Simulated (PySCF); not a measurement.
1-propanamine, C3H9N.
Numbering: `[CH3:1][CH2:2][CH2:3][NH2:4]` (hydrogens: H5, H6, H7 on C1; H8, H9 on C2; H10, H11 on C3; H12, H13 on N4)

Method: EOM-IP-CCSD/aug-cc-pVDZ in PySCF, restricted Hartree–Fock reference, frozen core, non-relativistic, gas phase, PBE0-D3(BJ)/def2-SVP geometry.

Hartree–Fock orbital energies give these Koopmans values (eV): HOMO 10.53, HOMO-1 12.63, HOMO-2 12.89, HOMO-3 13.49, HOMO-4 14.31, HOMO-5 15.29, HOMO-6 16.40, HOMO-7 17.16.

Question: What vertical ionisation energies does EOM-IP-CCSD give?

Answer: 
```csv
leading hole (HF orbital),Koopmans (eV),EOM-IP-CCSD (eV),change (eV),one-hole share
HOMO,10.53,9.31,-1.22,0.95
HOMO-1,12.63,11.81,-0.82,0.96
HOMO-2,12.89,11.98,-0.91,0.96
HOMO-3,13.49,12.44,-1.05,0.96
HOMO-4,14.31,13.40,-0.91,0.96
HOMO-5,15.29,14.25,-1.04,0.95
HOMO-6,16.40,15.26,-1.14,0.95
HOMO-7,17.16,15.89,-1.27,0.95
```

Question: Does the order of the lines follow the orbital energies?

Answer: Yes, no two lines change places. The corrections run from -1.27 to -0.82 eV, with a mean of -1.04 eV over the 8 lines; no line lies above its Koopmans value.

Question: At what kinetic energies would He II light (40.81 eV) eject these electrons?

Answer: 31.50 eV (HOMO), 29.00 eV (HOMO-1), 28.83 eV (HOMO-2), 28.37 eV (HOMO-3), 27.41 eV (HOMO-4), 26.56 eV (HOMO-5), 25.55 eV (HOMO-6), 24.92 eV (HOMO-7).

One root was sought for each valence orbital with −ε under 21 eV, eight at most, so deeper holes and satellites are missing; no vibrational structure.

Time: 7.0 min wall; peak memory 3.0 GiB. Hardware: an Arm Neoverse V1 with one thread, no GPU, on a shared host.

Shape of the structure used: `[CH3:1][CH2:2][CH2:3][NH2:4]`: C1–C2–C3–N4 -178°, H–N4–C3–C2 -66°, H–N4–C3–C2 177°.

One conformer stands for the species.
